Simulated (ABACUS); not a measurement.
A run of ABACUS 3.10.1:

INPUT

```
INPUT_PARAMETERS
suffix              TePb
calculation         cell-relax
basis_type          pw
pseudo_dir          ./
symmetry            1
dft_functional      GGA_X_OPTX+GGA_C_LYP
ecutwfc             83
pseudo_rcut         10
nspin               1
nbands              19
ks_solver           dav
smearing_method     fd
smearing_sigma      0.00367493
scf_thr             1e-08
scf_nmax            100
mixing_type         broyden
mixing_beta         0.7
cal_force           1
cal_stress          1
relax_nmax          60
force_thr_ev        0.01
relax_method        cg
out_stru            1
stress_thr          1
kpar                4
```

The input STRU:

```
ATOMIC_SPECIES
Pb 207.2000 Pb.upf
Te 127.6000 Te.upf

LATTICE_CONSTANT
1.8897261246

LATTICE_VECTORS
0.0000000000 3.2310000000 3.2310000000
3.2310000000 0.0000000000 3.2310000000
3.2310000000 3.2310000000 0.0000000000

ATOMIC_POSITIONS
Cartesian

Pb
0.0
1
0.0000000000 0.0000000000 0.0000000000 1 1 1

Te
0.0
1
3.2310000000 3.2310000000 3.2310000000 1 1 1
```

Contents of KPT:

```
K_POINTS
0
Gamma
6 6 6 0 0 0
```

Potentials or basis: Ansatz NC PBE, plane waves.

Launch:

```console
$ OMP_NUM_THREADS=1 mpirun -np 4 abacus > log
```

Hardware: 4 MPI ranks on AMD EPYC 9R45 96-Core Processor (Zen 5), on a shared host.

How long does it take, and how much memory?

Run time: 19 s on 4 MPI ranks on AMD EPYC 9R45 96-Core Processor (Zen 5), with other jobs on the host, peak memory 0.6 GiB a rank. Counts: scf iterations 24, k points 16, bands 19, ion steps 3, ranks 4.
